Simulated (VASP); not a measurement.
# Co (P6_3/mmc) in VASP: band structure with PBE

Aim: the band structure of Co with PBE.

All numbers are computed with VASP 6.6.1; they aren't measurements. Logs are shortened: lines on timing, memory, paths and dates and some standing lists are left out, and cuts for length are marked.

**1. The structure**

Symmetry: P6_3/mmc, No. 194, hexagonal system. The conventional cell has a = 2.495 Å, b = 2.495 Å, c = 4.023 Å, α = 90.00°, β = 90.00°, γ = 120.00°. Co (site symmetry -6m2) is surrounded by 12 Co at 2.47 to 2.50 Å.

**2. Band structure, PBE, collinear spin, ferromagnetic start**

File INCAR:

```
PREC = Accurate
ENCUT = 520
EDIFF = 1E-7
ISMEAR = 0
SIGMA = 0.1
LREAL = F
LASPH = T
NELM = 150
ALGO = Normal
ISIF = 2
LWAVE = F
LCHARG = F
ISPIN = 2
MAGMOM = 1.5 1.5
LORBIT = 11
LMAXMIX = 4
GGA = PE
```

File KPOINTS:

```
Automatic mesh
0
Gamma
  12 12 6
```

File POSCAR:

```
Co                                      
1.0
    2.4952955327      0.0000000000      0.0000000000
   -1.2476477663      2.1609893238      0.0000000000
    0.0000000000      0.0000000000      4.0232931294
  Co            
     2
Direct
     0.3333333300000021    0.6666666699999979    0.2500000000000000
     0.6666666699999979    0.3333333300000021    0.7500000000000000
```

File KPOINTS_OPT:

```
path GMKGALHA,LM,KH
20
line-mode
reciprocal
 0.0000000000  0.0000000000  0.0000000000  G
 0.5000000000  0.0000000000  0.0000000000  M

 0.5000000000  0.0000000000  0.0000000000  M
 0.3333333333  0.3333333333  0.0000000000  K

 0.3333333333  0.3333333333  0.0000000000  K
 0.0000000000  0.0000000000  0.0000000000  G

 0.0000000000  0.0000000000  0.0000000000  G
 0.0000000000  0.0000000000  0.5000000000  A

 0.0000000000  0.0000000000  0.5000000000  A
 0.5000000000  0.0000000000  0.5000000000  L

 0.5000000000  0.0000000000  0.5000000000  L
 0.3333333333  0.3333333333  0.5000000000  H

 0.3333333333  0.3333333333  0.5000000000  H
 0.0000000000  0.0000000000  0.5000000000  A

 0.5000000000  0.0000000000  0.5000000000  L
 0.5000000000  0.0000000000  0.0000000000  M

 0.3333333333  0.3333333333  0.0000000000  K
 0.3333333333  0.3333333333  0.5000000000  H
```

Potentials or basis: VASP PAW PBE potentials, release 64 (Co).

Launch:

```
cat potpaw_PBE.64/Co/POTCAR > POTCAR
mpirun -np 1 vasp_std > vasp.out
```

OUTCAR:

```text
PREC = Accurate
   ENCUT = 520
   EDIFF = 1E-7
   ISMEAR = 0
   LREAL = F
   LASPH = T
   NELM = 150
   ISIF = 2
   ISPIN = 2
   LORBIT = 11
   GGA = PE

 ion  position               nearest neighbor table
   1  0.333  0.667  0.250-   2 2.47   2 2.47   2 2.47   2 2.47   2 2.47   2 2.47
   2  0.667  0.333  0.750-   1 2.47   1 2.47   1 2.47   1 2.47   1 2.47   1 2.47

  LATTYP: Found a hexagonal cell.
 ALAT       =     2.4952955327
 C/A-ratio  =     1.6123513534

  Lattice vectors:

 A1 = (   2.4952955327,   0.0000000000,   0.0000000000)
 A2 = (  -1.2476477663,   2.1609893238,   0.0000000000)
 A3 = (   0.0000000000,   0.0000000000,   4.0232931294)

Analysis of symmetry for initial positions (statically):
=====================================================================
 Subroutine PRICEL returns:
 Original cell was already a primitive cell.

 Routine SETGRP: Setting up the symmetry group for a
 hexagonal supercell.

 Subroutine GETGRP returns: Found 24 space group operations
 (whereof 12 operations were pure point group operations)
 out of a pool of 24 trial point group operations.

The static configuration has the point symmetry D_3d.
 The point group associated with its full space group is D_6h.

Analysis of symmetry for dynamics (positions and initial velocities):
=====================================================================
 Subroutine PRICEL returns:
 Original cell was already a primitive cell.

 Routine SETGRP: Setting up the symmetry group for a
 hexagonal supercell.

 Subroutine GETGRP returns: Found 24 space group operations
 (whereof 12 operations were pure point group operations)
 out of a pool of 24 trial point group operations.

The dynamic configuration has the point symmetry D_3d.
 The point group associated with its full space group is D_6h.

Analysis of structural, dynamic, and magnetic symmetry:
=====================================================================
 Subroutine PRICEL returns:
 Original cell was already a primitive cell.

 Routine SETGRP: Setting up the symmetry group for a
 hexagonal supercell.

 Subroutine GETGRP returns: Found 24 space group operations
 (whereof 12 operations were pure point group operations)
 out of a pool of 24 trial point group operations.

The overall configuration has the point symmetry D_3d.
 The point group associated with its full space group is D_6h.

 Subroutine INISYM returns: Found 24 space group operations
 (whereof 12 operations are pure point group operations),
 and found     1 'primitive' translations

----------------------------------------------------------------------------------------

                                     Primitive cell

  volume of cell :      21.6948

  direct lattice vectors                    reciprocal lattice vectors
     2.495295533  0.000000000  0.000000000     0.400754134  0.231375507  0.000000000
    -1.247647766  2.160989324  0.000000000     0.000000000  0.462751014  0.000000000
     0.000000000  0.000000000  4.023293129     0.000000000  0.000000000  0.248552608

  length of vectors
     2.495295533  2.495295535  4.023293129     0.462751014  0.462751014  0.248552608

  position of ions in fractional coordinates (direct lattice)
     0.333333330  0.666666670  0.250000000
     0.666666670  0.333333330  0.750000000

  ion indices of the primitive-cell ions
   primitive index   ion index
                 1           1
                 2           2

----------------------------------------------------------------------------------------

 KPOINTS: Automatic mesh

Automatic generation of k-mesh.
 Grid dimensions read from file:
 generate k-points for:   12   12    6

 Generating k-lattice:

  Cartesian coordinates                     Fractional coordinates (reciprocal lattice)
     0.033396178  0.019281292  0.000000000     0.083333333  0.000000000  0.000000000
     0.000000000  0.038562584  0.000000000     0.000000000  0.083333333  0.000000000
     0.000000000  0.000000000  0.041425435     0.000000000  0.000000000  0.166666667

  Length of vectors
     0.038562585  0.038562584  0.041425435

  Shift w.r.t. Gamma in fractional coordinates (k-lattice)
     0.000000000  0.000000000  0.000000000

 Subroutine IBZKPT returns following result:
 ===========================================

 Found     76 irreducible k-points:

 Following reciprocal coordinates:
            Coordinates               Weight
  0.000000  0.000000  0.000000      1.000000
  0.083333  0.000000  0.000000      6.000000
  0.166667  0.000000  0.000000      6.000000
  0.250000  0.000000  0.000000      6.000000
  0.333333  0.000000  0.000000      6.000000
  0.416667  0.000000  0.000000      6.000000
[... 16 lines left out ...]
  0.250000  0.000000  0.166667     12.000000
  0.333333  0.000000  0.166667     12.000000
 [... further k-points ...]
   k-points           NKPTS =     76   k-points in BZ     NKDIM =     76   number of bands    NBANDS=     15
   number of dos      NEDOS =    301   number of ions     NIONS =      2
   total plane-waves  NPLWV =  12000
   dimension x,y,z NGX =    20 NGY =   20 NGZ =   30
   dimension x,y,z NGXF=    40 NGYF=   40 NGZF=   60
   ions per type =               2
   NGX,Y,Z   is equivalent  to a cutoff of  13.32, 13.32, 12.40 a.u.
   NGXF,Y,Z  is equivalent  to a cutoff of  26.65, 26.65, 24.79 a.u.
 SYSTEM =  unknown system
   PREC   = accura    normal or accurate (medium, high low for compatibility)
   ISTART =      0    job   : 0-new  1-cont  2-samecut
   ICHARG =      2    charge: 1-file 2-atom 10-const
   ISPIN  =      2    spin polarized calculation?
   LNONCOLLINEAR =      F non collinear calculations
   LSORBIT =      F    spin-orbit coupling
   LASPH  =      T    aspherical Exc in radial PAW
   ENCUT  =  520.0 eV  38.22 Ry    6.18 a.u.   4.64  4.64  7.48*2*pi/ulx,y,z
   NELM   =    150;   NELMIN=  2; NELMDL= -5     # of ELM steps
   EDIFF  = 0.1E-06   stopping-criterion for ELM
   LREAL  =      F    real-space projection
   EDIFFG = 0.1E-05   stopping-criterion for IOM
   NSW    =      0    number of steps for IOM
   IBRION =     -1    ionic relax: 0-MD 1-quasi-New 2-CG
[... 8 lines left out ...]
   EMIN   =  10.00;   EMAX   =-10.00  energy-range for DOS
   EFERMI =   0.00;   METHOD = LEGACY
   ISMEAR =     0;   SIGMA  =   0.10  broadening in eV -4-tet -1-fermi 0-gaus
   EFERMI_NEDOS =   21; number of points for ismear=-14 and -15
   IALGO  =     38    algorithm
   IMIX   =      4    mixing-type and parameters
     AMIX     =   0.40;   BMIX     =  1.00
     AMIX_MAG =   1.60;   BMIX_MAG =  1.00
  volume/ion in A,a.u.               =      10.85        73.20
  Fermi-wavevector in a.u.,A,eV,Ry     =   1.538321  2.907005 32.197246  2.366431
  Thomas-Fermi vector in A             =   2.644706
   LORBIT       =     11    0 simple, 1 ext, 2 COOP (PROOUT), +10 PAW based schemes
   GGA     = PE    functional components
   LHFCALC =     F    Hartree Fock is set to
   AEXX    =    0.0000 exact exchange contribution
   IVDW    =     0    specifies the selected vdW correction
   LEPSILON=     F    determine dielectric tensor
   LRPA    =     F    only Hartree local field effects (RPA)
 spin polarized calculation
 Gauss-broadening in eV      SIGMA  =   0.10
  energy-cutoff  :      520.00
  volume of cell :       21.69
 maximum number of plane-waves:       596
 NGX is ok and might be reduce to    20
   NGX =  9   NGY =  9   NGZ = 15

 number of electron      17.9999995 magnetization       3.2696005

 Free energy of the ion-electron system (eV)
  ---------------------------------------------------
  ext. energy  EPLUGINS =         0.00000000
  ---------------------------------------------------
  free energy    TOTEN  =       -14.06838293 eV

  energy without entropy =      -14.05763913  energy(sigma->0) =      -14.06301103

 E-fermi :  10.2248     XC(G=0): -13.4057

 val. band max:       10.2164367717   @ k =   0.0833   0.0833   0.1667
 cond. band min:      10.2330149995   @ k =   0.0833   0.0000   0.1667
 fundamental gap:      0.0165782278
 Fermi energy:        10.2247693600

 spin component 1

 k-point     1 :       0.0000    0.0000    0.0000
  band No.  band energies     occupation
      1       1.3441      1.00000
      2       5.1184      1.00000
      3       7.6437      1.00000
      4       7.6496      1.00000
      5       7.6496      1.00000
      6       7.9639      1.00000
      7       7.9639      1.00000
      8       8.3004      1.00000
      9       8.3004      1.00000
     10       9.4102      1.00000
     11       9.4102      1.00000
     12      10.2138      0.56150
     13      16.6437      0.00000
     14      32.1906      0.00000
[... 403 lines left out ...]
      4       6.9554      1.00000
      5       7.7065      1.00000
      6       7.7498      1.00000
      7       8.2564      1.00000
      8       9.0539      1.00000
      9       9.0842      1.00000
     10       9.1805      1.00000
     11       9.5518      1.00000
     12      14.2263      0.00000
     13      19.2908      0.00000
     14      20.8078      0.00000
     15      25.5002      0.00000

 [... further k-points ...]

 spin component 2

 k-point     1 :       0.0000    0.0000    0.0000
  band No.  band energies     occupation
      1       1.3503      1.00000
      2       6.0858      1.00000
      3       9.3031      1.00000
      4       9.3124      1.00000
      5       9.3124      1.00000
      6       9.6816      1.00000
      7       9.6816      1.00000
      8      10.0809      0.97903
      9      10.0809      0.97903
     10      10.1569      0.83145
     11      11.3096      0.00000
     12      11.3096      0.00000
     13      17.6732      0.00000
     14      31.9205      0.00000
[... 403 lines left out ...]
      4       8.2750      1.00000
      5       9.1955      1.00000
      6       9.4377      1.00000
      7       9.6424      1.00000
      8      10.8792      0.00000
      9      10.9311      0.00000
     10      10.9343      0.00000
     11      11.4748      0.00000
     12      15.0658      0.00000
     13      19.9288      0.00000
     14      21.3045      0.00000
     15      25.9161      0.00000

 [... further k-points ...]

------------------------ aborting loop because EDIFF is reached ----------------------------------------

  FORCE on cell =-STRESS in cart. coord.  units (eV):
  Direction    XX          YY          ZZ          XY          YZ          ZX
  --------------------------------------------------------------------------------------
  -------------------------------------------------------------------------------------
  Total        0.0029063      0.0029063      0.0025127      0.0000000      0.0000000     -0.0000000
  in kB        0.2146339      0.2146339      0.1855667      0.0000000      0.0000000     -0.0000000
  external PRESSURE =       0.2049448 kB  Pullay stress =       0.0000000 kB

 VOLUME and BASIS-vectors are now :
 -----------------------------------------------------------------------------
  energy-cutoff  :      520.00
  volume of cell :       21.69
      direct lattice vectors                 reciprocal lattice vectors
     2.495295533  0.000000000  0.000000000     0.400754134  0.231375507  0.000000000
    -1.247647766  2.160989324  0.000000000     0.000000000  0.462751014  0.000000000
     0.000000000  0.000000000  4.023293129     0.000000000  0.000000000  0.248552608

 POSITION                                       TOTAL-FORCE (eV/Angst)
 -----------------------------------------------------------------------------------
     -0.00000      1.44066      1.00582        -0.000000      0.000000      0.000000
      1.24765      0.72033      3.01747         0.000000     -0.000000      0.000000
 -----------------------------------------------------------------------------------
    total drift:                               -0.000000      0.000000     -0.000000

  FREE ENERGIE OF THE ION-ELECTRON SYSTEM (eV)
  ---------------------------------------------------
  free  energy   TOTEN  =       -14.0683829252 eV

  energy  without entropy=      -14.0576391344  energy(sigma->0) =      -14.06301103

 total charge

# of ion       s       p       d       tot
------------------------------------------
    1        0.490   0.523   7.260   8.273
    2        0.490   0.523   7.260   8.273
--------------------------------------------------
tot          0.979   1.046  14.521  16.546

 magnetization (x)

# of ion       s       p       d       tot
------------------------------------------
    1       -0.014  -0.051   1.718   1.653
    2       -0.014  -0.051   1.718   1.653
--------------------------------------------------
tot         -0.027  -0.103   3.436   3.306
```

Wall time 52 s (1 thread of Intel Xeon 6975P-C (Granite Rapids), shared host); peak memory 0.19 GiB.

Results:

- Free energy: -14.0684 eV
- Pressure: 0.0 GPa
- Band gap along the path: none (metal or under the smearing width)
- Net moment: 3.27 μB per cell
- Site moments: Co +1.65 μB
- Valence electrons inside the program's atomic spheres: Co 8.27

Levels at the corners of the path, in eV from the Fermi level:
Spin up:
```tsv
point	band 8	band 9	band 10	band 11	band 12	band 13
Γ	-1.92	-1.92	-0.81	-0.81	-0.01	6.42
M	-0.70	-0.59	-0.54	1.31	3.32	9.74
M	-0.70	-0.59	-0.54	1.31	3.32	9.74
K	-0.92	-0.92	-0.79	4.48	5.29	5.29
K	-0.92	-0.92	-0.79	4.48	5.29	5.29
Γ	-1.92	-1.92	-0.81	-0.81	-0.01	6.42
Γ	-1.92	-1.92	-0.81	-0.81	-0.01	6.42
A	-2.65	-1.13	-1.13	-1.13	-1.13	15.13
A	-2.65	-1.13	-1.13	-1.13	-1.13	15.13
L	-1.05	-0.60	-0.60	1.62	1.62	7.27
L	-1.05	-0.60	-0.60	1.62	1.62	7.27
H	-1.87	-0.76	-0.76	5.71	5.71	7.33
H	-1.87	-0.76	-0.76	5.71	5.71	7.33
A	-2.65	-1.13	-1.13	-1.13	-1.13	15.13
L	-1.05	-0.60	-0.60	1.62	1.62	7.27
M	-0.70	-0.59	-0.54	1.31	3.32	9.74
K	-0.92	-0.92	-0.79	4.48	5.29	5.29
H	-1.87	-0.76	-0.76	5.71	5.71	7.33
```
Spin down:
| point | band 4 | band 5 | band 6 | band 7 | band 8 | band 9 | band 10 | band 11 |
| --- | --- | --- | --- | --- | --- | --- | --- | --- |
| Γ | -0.91 | -0.91 | -0.54 | -0.54 | -0.14 | -0.14 | -0.07 | 1.08 |
| M | -1.82 | -1.09 | -0.98 | -0.56 | 1.21 | 1.35 | 1.38 | 2.57 |
| M | -1.82 | -1.09 | -0.98 | -0.56 | 1.21 | 1.35 | 1.38 | 2.57 |
| K | -2.61 | -1.32 | -1.32 | -0.26 | 0.95 | 0.95 | 1.11 | 5.27 |
| K | -2.61 | -1.32 | -1.32 | -0.26 | 0.95 | 0.95 | 1.11 | 5.27 |
| Γ | -0.91 | -0.91 | -0.54 | -0.54 | -0.14 | -0.14 | -0.07 | 1.08 |
| Γ | -0.91 | -0.91 | -0.54 | -0.54 | -0.14 | -0.14 | -0.07 | 1.08 |
| A | -1.48 | -0.98 | -0.98 | -0.98 | -0.98 | 0.75 | 0.75 | 0.75 |
| A | -1.48 | -0.98 | -0.98 | -0.98 | -0.98 | 0.75 | 0.75 | 0.75 |
| L | -2.32 | -0.03 | -0.03 | 0.29 | 0.29 | 1.31 | 1.31 | 2.25 |
| L | -2.32 | -0.03 | -0.03 | 0.29 | 0.29 | 1.31 | 1.31 | 2.25 |
| H | -2.47 | -1.68 | -1.68 | -0.14 | -0.14 | 1.11 | 1.11 | 6.36 |
| H | -2.47 | -1.68 | -1.68 | -0.14 | -0.14 | 1.11 | 1.11 | 6.36 |
| A | -1.48 | -0.98 | -0.98 | -0.98 | -0.98 | 0.75 | 0.75 | 0.75 |
| L | -2.32 | -0.03 | -0.03 | 0.29 | 0.29 | 1.31 | 1.31 | 2.25 |
| M | -1.82 | -1.09 | -0.98 | -0.56 | 1.21 | 1.35 | 1.38 | 2.57 |
| K | -2.61 | -1.32 | -1.32 | -0.26 | 0.95 | 0.95 | 1.11 | 5.27 |
| H | -2.47 | -1.68 | -1.68 | -0.14 | -0.14 | 1.11 | 1.11 | 6.36 |
